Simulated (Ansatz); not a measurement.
The system is Ti.

```
Ti
1.0
     0.00000    2.03000    2.03000
     2.03000    0.00000    2.03000
     2.03000    2.03000    0.00000
Ti
1
Direct
  0.00000 0.00000 0.00000
```

This isn't the form of Ti at room conditions, which is hcp.

| Quantity | Value |
| --- | --- |
| Program | Ansatz 0.2.0 |
| Task | relaxation of cell and atoms |
| Functional | HSE06 |
| Potentials or basis | Ansatz PAW |
| Cutoff | 420 eV (not typed: the program's choice for these potentials) |
| k mesh | 6 × 6 × 6 |
| Occupations | fermi-dirac, width 0.05 eV |
| Spin | no spin polarisation |

At the start: volume 16.73 Å³/atom.

**Question.** How do energy, volume and symmetry change on relaxing?

**Answer.** It ends after 5 steps and the volume is 17.28 Å³/atom (+3.3 %); space group Fm-3m (No. 225, to 0.05 Å).

The path:
```tsv
step	energy change (eV)	largest force (eV/Å)	volume (Å³)
1	0.0000	0.0000	16.73
2	-0.0002	0.0000	17.84
3	-0.0070	0.0000	17.31
4	-0.0070	0.0000	17.28
5	-0.0071	0.0000	17.28
```

Final structure:
```yaml
crystal:
  lattice:
    - [0.00000, 2.05205, 2.05205]
    - [2.05205, 0.00000, 2.05205]
    - [2.05205, 2.05205, 0.00000]
  atoms:
    - { symbol: Ti, position: [0.00000, 0.00000, 0.00000] }
```

Caveat: the k mesh is coarse (spacing up to 0.45 Å⁻¹), so the values aren't converged, least of all with exact exchange; the plane-wave basis is chosen anew once the cell has moved, so the energies of steps on either side of that aren't comparable; the PAW data sets come from PBE, with cores solved anew for the run's functional, which leaves a small shift of forces and pressure.
